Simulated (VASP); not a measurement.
Wanted: the native input for a VASP 6.6.1 run.

```
Task                   : single point
Functional             : PBE
Potentials or basis    : VASP PAW PBE potentials, release 64 (Zn, S)
Cutoff                 : 700 eV
k mesh                 : 8 × 8 × 8
Occupations            : gaussian, width 0.02 eV
Spin                   : no spin polarisation
Further INCAR settings : ALGO = Fast; EDIFF = 1e-07
```

The structure of ZnS lies in POSCAR:

```
ZnS
1.0
    0.0000000000      2.7020000000      2.7020000000
    2.7020000000      0.0000000000      2.7020000000
    2.7020000000      2.7020000000      0.0000000000
Zn S
1 1
Direct
    0.2500000000      0.2500000000      0.2500000000
    0.0000000000      0.0000000000      0.0000000000
```

The input as run:

INCAR

```
ALGO = Fast
EDIFF = 1E-7
ENCUT = 700
GGA = PE
ISIF = 2
ISMEAR = 0
LASPH = True
LCHARG = False
LREAL = False
LWAVE = False
NELM = 100
PREC = Accurate
SIGMA = 0.02
```

KPOINTS

```
k-points
0
Gamma
  8 8 8
```

Potentials or basis: VASP PAW PBE potentials, release 64 (Zn, S).

Run with:

```sh
$ cat potpaw_PBE.64/Zn/POTCAR potpaw_PBE.64/S/POTCAR > POTCAR
$ mpirun -np 1 vasp_std > vasp.out
```

It gave:

The pressure is 1.8 GPa. The band gap on the k mesh is 2.12 eV, direct.

Wall time 35 s on 1 thread of Intel(R) Xeon(R) Platinum 8259CL CPU @ 2.50GHz (Skylake/Cascade Lake) (shared host), peak memory 0.21 GiB.
